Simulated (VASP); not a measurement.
## CuCl: relaxation of cell and atoms with PBE

The system is CuCl.

```
Cu Cl
1.0
     0.00000   -2.71010   -2.71010
     2.71010    0.00000   -2.71010
     2.71010   -2.71010    0.00000
Cu Cl
1 1
Cartesian
  0.0000 0.0000 0.0000
  4.0652 -4.0652 -4.0652
```

```
Program                : VASP 6.6.1
Task                   : relaxation of cell and atoms
Functional             : PBE
Potentials or basis    : VASP PAW PBE potentials, release 64 (Cu, Cl)
Cutoff                 : 600 eV
k mesh                 : 12 × 12 × 12
Occupations            : gaussian, width 0.02 eV
Spin                   : no spin polarisation
Dipole correction      : no
Further INCAR settings : ALGO = Normal; EDIFF = 1e-07; IBRION = 2; EDIFFG = -0.005; NSW = 100; ISIF = 3
```

```
Relaxed volume                         : 19.99 Å³/atom
Relaxed cell                           : a = 3.838 Å, b = 3.838 Å, c = 3.838 Å, α = 60.00°, β = 60.00°, γ = 60.00°
Space group after relaxing (to 0.05 Å) : F-43m (No. 216)
Energy gained by relaxing              : 0.1 meV/atom
Ionic steps                            : 2
Pressure after relaxing                : 0.0 GPa
Band gap on the k mesh                 : 0.53 eV, direct
```

The path:
| step | energy change (eV) | largest force (eV/Å) | pressure (GPa) | volume (Å³) |
| --- | --- | --- | --- | --- |
| 1 | 0.0000 | 0.0000 | 0.25 | 39.81 |
| 2 | -0.0001 | 0.0000 | 0.03 | 39.99 |

Final structure:
```xyz
2
Lattice="0.0000 -2.7141 -2.7141 2.7141 0.0000 -2.7141 2.7141 -2.7141 0.0000" Properties=species:S:1:pos:R:3 pbc="T T T"
Cu    5.4282   -2.7141   -2.7141
Cl    4.0712   -4.0712   -4.0712
```

Levels at points of the mesh, in eV from the valence-band top:
```tsv
k point	band 6	band 7	band 8	band 9	band 10	band 11	band 12	band 13
(0.00, 0.00, 0.00)	-1.45	0.00	0.00	0.00	0.53	6.75	6.75	6.75
(0.50, 0.00, 0.00)	-1.38	-1.33	-0.55	-0.55	2.89	6.76	7.18	7.18
(0.50, 0.50, 0.00)	-1.34	-1.27	-1.07	-1.07	3.46	4.46	8.72	10.93
```

It took 26 s on 1 thread of Intel(R) Xeon(R) 6975P-C (Granite Rapids), on a shared host, peak memory 0.21 GiB.

A k mesh can miss the band edges. PBE usually gives volumes a little too large and moduli too small.
